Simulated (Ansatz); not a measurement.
Set up this calculation in Ansatz 0.2.0, as the native input.

- Task: relaxation of cell and atoms
- Functional: PBEsol
- Potentials or basis: Ansatz PAW
- Cutoff: 420 eV (not typed: the program's choice for these potentials)
- k mesh: 11 × 11 × 11
- Occupations: fermi-dirac, width 0.05 eV
- Spin: no spin polarisation

Crystal: Ti.

```xyz
1
Lattice="0.0000 2.0300 2.0300 2.0300 0.0000 2.0300 2.0300 2.0300 0.0000" Properties=species:S:1:pos:R:3 pbc="T T T"
Ti    0.0000    0.0000    0.0000
```

This isn't the form of Ti at room conditions, which is hcp.

The input as run:

input.yaml

```yaml
crystal:
  lattice:
    - [0.0, 2.03, 2.03]
    - [2.03, 0.0, 2.03]
    - [2.03, 2.03, 0.0]
  atoms:
    - { symbol: Ti, position: [0.0, 0.0, 0.0] }
hamiltonian:
  xc: pbesol
  pseudopotentials: { kind: paw }
kpoints:
  mp_grid: { grid: [11, 11, 11] }
scf:
  occupations: { method: fermi_dirac, width: 0.05 }
output:
  forces: true
  stress: true
  eigenvalues: true
  write_density: true
  write_potential: true
  elf: true
  volumetric_format: npy
relax:
  f_tol: 0.01
  max_steps: 40
  cell: { stress_tol: 0.05 }
```

Potentials or basis: Ansatz PAW.

The run is started by

```bash
$ ansatz run input.yaml --threads 2 --pin off --max-ram 5632MiB --backend cpu --events-out ev --progress --plain --runs-dir out
```

Results of the run:

```json
{
 "Relaxed volume": "16.65 Å³/atom",
 "Relaxed cell": "a = 2.866 Å, b = 2.866 Å, c = 2.866 Å, α = 60.00°, β = 60.00°, γ = 60.00°",
 "Space group after relaxing (to 0.05 Å)": "Fm-3m (No. 225)",
 "Energy gained by relaxing": "0.1 meV/atom",
 "Ionic steps": "4",
 "Pressure after relaxing": "0.0 GPa",
 "Band gap on the k mesh": "none (metal or under the smearing width)"
}
```

Caveat: the plane-wave basis is chosen anew once the cell has moved, so the energies of steps on either side of that aren't comparable; the PAW data sets come from PBE, with cores solved anew for the run's functional, which leaves a small shift of forces and pressure.

Run time: 2.1 s on 2 threads of Arm Neoverse V1, on a shared host, peak memory 0.27 GiB.
